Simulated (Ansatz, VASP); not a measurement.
## Mn: VASP beside Ansatz

The input INCAR:

```
  PREC = Accurate
  ENCUT = 520
  EDIFF = 1E-6
  ISMEAR = 0
  SIGMA = 0.15
  LREAL = F
  LASPH = T
  NELM = 60
  ALGO = Normal
  ISIF = 2
  LWAVE = F
  LCHARG = F
  GGA = PS
  NBANDS = 20
```

KPOINTS

```
regular mesh
0
Gamma
  21 21 12
```

Contents of POSCAR:

```
Mn
1.0
    2.4091363974      0.0000000000      0.0000000000
   -1.2045681987      2.0863733214      0.0000000000
    0.0000000000      0.0000000000      3.9054091500
Mn
2
Direct
    0.6666666667      0.3333333333      0.7500000000
    0.3333333333      0.6666666667      0.2500000000
```

Input for Ansatz:

```yaml
crystal:
  lattice:
    - [2.4091363974, 0.0, 0.0]
    - [-1.2045681987, 2.0863733214, 0.0]
    - [0.0, 0.0, 3.90540915]
  atoms:
    - { symbol: Mn, position: [0.6666666667, 0.3333333333, 0.75] }
    - { symbol: Mn, position: [0.3333333333, 0.6666666667, 0.25] }
basis:
  ecutwfc: 420
kpoints:
  mp_grid: { grid: [21, 21, 12] }
hamiltonian:
  xc: pbesol
scf:
  occupations: { method: gaussian, width: 0.15 }
output:
  forces: true
  stress: true
  eigenvalues: true
```

Change from the starting cell: strain -0.030 along x and y, -0.030 along z, atoms carried along.

Alike in both runs: task single point; functional PBEsol; k mesh 21 × 21 × 12; occupations gaussian, width 0.15 eV; no spin polarisation.

|  | VASP | Ansatz |
| --- | --- | --- |
| version | VASP 6.6.1 | Ansatz 0.2.0 |
| potentials or method | VASP PAW PBE potentials, release 64 (Mn_pv) | scalar-relativistic, plane waves, PAW |
| plane-wave cutoff (eV) | 520 | 420 |
| valence electrons in the cell | 26 | 30 |

VASP gave:

* gap on the k mesh at the Fermi level (eV): none
* pressure (GPa): 17.4
* largest component of the traceless stress (GPa): 0.91

**Question.** Estimate Ansatz's values.

**Answer.** gap on the k mesh at the Fermi level (eV): none; pressure (GPa): 17.4; largest component of the traceless stress (GPa): 0.81.

A gap of «none» marks a metal or a gap that the smearing closes. The functional is the same, so the differences come from potentials, cutoffs and numerics. The two sets of potentials don't hold the same shells in valence.

Caveats: so large a pressure means that the cell lies far from this level's equilibrium, or that cutoff or potentials fall short (VASP); the potentials were made for another functional, which shifts forces and pressure (VASP); the run has no spin polarisation, though such a crystal can be magnetic. Spin polarisation is off, so any magnetic state and its effect on volume and gap are missing.
